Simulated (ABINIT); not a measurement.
# MgO2 (R-3m) in ABINIT: single point with PBEsol

Aim: the single point of MgO2 with PBEsol.

Everything below comes from runs of ABINIT 10.8.3 (patched build). Logs are shortened: lines on timing, memory, paths and dates and some standing lists are left out, and cuts for length are marked. The log counts tension as positive stress, the text compression.

### 1 The undisturbed crystal

It takes space group R-3m (No. 166, trigonal). Conventional cell: a = 3.210 Å, b = 3.210 Å, c = 10.482 Å, α = 90.00°, β = 90.00°, γ = 120.00°. Around Mg (site symmetry -3m) lie 6 O at 2.11 Å. O (site symmetry 3m) is surrounded by 1 O at 1.49 Å.

The cell comes from a database or a generator and needn't be the stable form of this composition.

### 2 Single point, PBEsol (cell relaxed)

File run.abi:

```
pp_dirpath "./"
pseudos "Mg.upf, O.upf"

acell 3.9098045311 3.9098045311 3.9098045311 Angstrom
rprim
     0.4051525715     0.2339149445     0.8838185292
    -0.4051525715     0.2339149445     0.8838185292
     0.0000000000    -0.4678298916     0.8838185292
ntypat 2
znucl 12 8
natom 3
typat 1 2 2
xcart
     0.0000000000     0.0000000000     0.0000000000
     0.0000000000    -0.0000000108    11.1830155401
     0.0000000000    -0.0000000081     8.4071573857
chkprim 0
chksymtnons 0
tolsym 1.0e-6

ecut 1142.878222 eV

kptopt 1
ngkpt 8 8 8
nshiftk 1
shiftk 0.0 0.0 0.0

ixc -116133

nband 15
occopt 3
tsmear 0.05 eV

nstep 100
tolvrs 1.0e-10

iomode 3
prtwf 0
prtden 0
prteig 0
prtebands 0
enunit 1
```

Potentials or basis: PseudoDojo NC SR PBEsol v0.4.1 standard.

Launch:

```sh
$ abinit run.abi > log 2>&1
```

run.abo:

```text
.Version 10.8.3 of ABINIT
 Symmetries : space group R-3 m (#166); Bravais hR (rhombohedral)
================================================================================
 Values of the parameters that define the memory need of the present run
     intxc =       0    ionmov =       0      iscf =       7    lmnmax =       5
     lnmax =       5     mgfft =      45  mpssoang =       3    mqgrid =    3001
     natom =       3  nloc_mem =       1    nspden =       1   nspinor =       1
    nsppol =       1      nsym =      12    n1xccc =    2501    ntypat =       2
    occopt =       3   xclevel =       2
       mpw =        2647          nfft =       91125          nkpt =          65
================================================================================
================================================================================

--------------------------------------------------------------------------------
------------- Echo of variables that govern the present computation ------------
--------------------------------------------------------------------------------
 -outvars: echo values of preprocessed input variables --------
            acell      7.3884597696E+00  7.3884597696E+00  7.3884597696E+00 Bohr
              amu      2.43050000E+01  1.59994000E+01
          chkprim           0
      chksymtnons           0
             ecut      4.20000000E+01 Hartree
           enunit           1
                       outvar_i_n : Printing only first  50 k-points.
              ixc     -116133
                       outvar_i_n : Printing only first  50 k-points.
         kptrlatt        8    0    0      0    8    0      0    0    8
          kptrlen      4.78952555E+01
            natom           3
            nband          15
            ngfft          45      45      45
             nkpt          65
            nstep         100
             nsym          12
           ntypat           2
                       prtocc : prtvol=0, do not print more k-points.
           occopt           3
           prtden           0
        prtebands           0
           prteig           0
            prtwf           0
            rprim      4.0515257150E-01  2.3391494450E-01  8.8381852920E-01
                      -4.0515257150E-01  2.3391494450E-01  8.8381852920E-01
                       0.0000000000E+00 -4.6782989160E-01  8.8381852920E-01
          spgroup         166
           tolsym      1.00000000E-06
           tolvrs      1.00000000E-10
           tsmear      1.83746611E-03 Hartree
            typat      1  2  2
                       outvars : Printing only first  50 k-points.
           xangst      0.0000000000E+00  0.0000000000E+00  0.0000000000E+00
                       4.1561634847E-17 -5.8029527685E-09  5.9177969727E+00
                       4.6371767925E-17 -4.3625387780E-09  4.4488760977E+00
            xcart      0.0000000000E+00  0.0000000000E+00  0.0000000000E+00
                       7.8540107206E-17 -1.0965991454E-08  1.1183015547E+01
                       8.7629941353E-17 -8.2440035041E-09  8.4071573927E+00
[... 108 lines left out ...]

 Mean square residual over all n,k,spin=   13.640E-08; max=  60.269E-06
 reduced coordinates (array xred) for    3 atoms
       0.000000000000      0.000000000000      0.000000000000
       0.570848229950      0.570848229950      0.570848229950
       0.429151770050      0.429151770050      0.429151770050
 rms dE/dt=  6.4300E-06; max dE/dt=  7.8752E-06; dE/dt below (all hartree)
    1       0.000000000000      0.000000000000      0.000000000000
    2       0.000007875161      0.000007875161      0.000007875161
    3      -0.000007875161     -0.000007875161     -0.000007875161

 cartesian coordinates (angstrom) at end:
    1      0.00000000000000     0.00000000000000     0.00000000000000
    2      0.00000000000000    -0.00000000580295     5.91779697271005
    3      0.00000000000000    -0.00000000436254     4.44887609769884

 cartesian forces (hartree/bohr) at end:
    1     -0.00000000000000    -0.00000000000000    -0.00000000000000
    2      0.00000000000000     0.00000000000000    -0.00000120598638
    3     -0.00000000000000    -0.00000000000000     0.00000120598638
 frms,max,avg= 5.6850743E-07 1.2059864E-06   0.000E+00  0.000E+00  0.000E+00 h/b

 cartesian forces (eV/Angstrom) at end:
    1     -0.00000000000000    -0.00000000000000    -0.00000000000000
    2      0.00000000000000     0.00000000000000    -0.00006201431296
    3     -0.00000000000000    -0.00000000000000     0.00006201431296
 frms,max,avg= 2.9233827E-05 6.2014313E-05   0.000E+00  0.000E+00  0.000E+00 e/A
 length scales=  7.388459769612  7.388459769612  7.388459769612 bohr
              =  3.909804531100  3.909804531100  3.909804531100 angstroms
 Fermi (or HOMO) energy (eV) =   5.11567   Average Vxc (eV)= -10.83555
 Eigenvalues (   eV  ) for nkpt=  65  k points:
 kpt#   1, nband= 15, wtk=  0.00195, kpt=  0.0000  0.0000  0.0000 (reduced coord)
 -69.27318  -36.26230  -36.22928  -36.22928  -17.78809  -10.58165   -4.19807    0.34130
   0.34130    3.01608    3.01608    8.48005    8.83695   16.11268   17.87850
 prteigrs : prtvol=0 or 1, do not print more k-points.

--- !EnergyTerms
iteration_state     : {dtset: 1, }
comment             : Components of total free energy in Hartree
kinetic             :  5.59760019107766E+01
hartree             :  2.73373729645265E+01
xc                  : -1.60711545559788E+01
Ewald energy        : -5.56301581211308E+01
psp_core            :  2.34874957999978E+00
local_psp           : -8.30332462976057E+01
non_local_psp       : -2.32232488490617E+01
internal            : -9.22956833684742E+01
'-kT*entropy'       : -3.33843984233646E-14
total_energy        : -9.22956833684742E+01
total_energy_eV     : -2.51149348897632E+03
band_energy         : -1.51179789033444E+01
...

 Cartesian components of stress tensor (hartree/bohr^3)
  sigma(1 1)=  2.54159758E-06  sigma(3 2)=  1.13649725E-11
  sigma(2 2)=  2.54168198E-06  sigma(3 1)=  0.00000000E+00
  sigma(3 3)=  2.09026084E-06  sigma(2 1)=  0.00000000E+00

-Cartesian components of stress tensor (GPa)         [Pressure= -7.0351E-02 GPa]
- sigma(1 1)=  7.47763823E-02  sigma(3 2)=  3.34369035E-07
- sigma(2 2)=  7.47788655E-02  sigma(3 1)=  0.00000000E+00
- sigma(3 3)=  6.14975970E-02  sigma(2 1)=  0.00000000E+00

== END DATASET(S) ==============================================================
================================================================================

 -outvars: echo values of variables after computation  --------
            acell      7.3884597696E+00  7.3884597696E+00  7.3884597696E+00 Bohr
           etotal     -9.2295683368E+01
            fcart     -0.0000000000E+00 -0.0000000000E+00 -0.0000000000E+00
                       2.2184516103E-22  1.9918442226E-22 -1.2059863782E-06
                      -2.2184516103E-22 -1.9918442226E-22  1.2059863782E-06
            rprim      4.0515257150E-01  2.3391494450E-01  8.8381852920E-01
                      -4.0515257150E-01  2.3391494450E-01  8.8381852920E-01
                       0.0000000000E+00 -4.6782989160E-01  8.8381852920E-01
           strten      2.5415975751E-06  2.5416819770E-06  2.0902608370E-06
                       1.1364972512E-11  0.0000000000E+00  0.0000000000E+00
           xangst      0.0000000000E+00  0.0000000000E+00  0.0000000000E+00
                       4.1561634847E-17 -5.8029527685E-09  5.9177969727E+00
                       4.6371767925E-17 -4.3625387780E-09  4.4488760977E+00
             xred      0.0000000000E+00  0.0000000000E+00  0.0000000000E+00
                       5.7084822995E-01  5.7084822995E-01  5.7084822995E-01
                       4.2915177005E-01  4.2915177005E-01  4.2915177005E-01
 Calculation completed.
```

Run time: 86 s. Hardware: 1 thread of Arm Neoverse V2, shared host; peak memory 0.12 GiB.

Results:

| Item | Value |
| --- | --- |
| Free energy | -2511.4935 eV |
| Pressure | -0.1 GPa |
| Band gap on the k mesh | 2.43 eV, direct |
| Valence electrons inside the program's atomic spheres | Mg 8.38; O 6.34 |

A k mesh can miss the band edges.
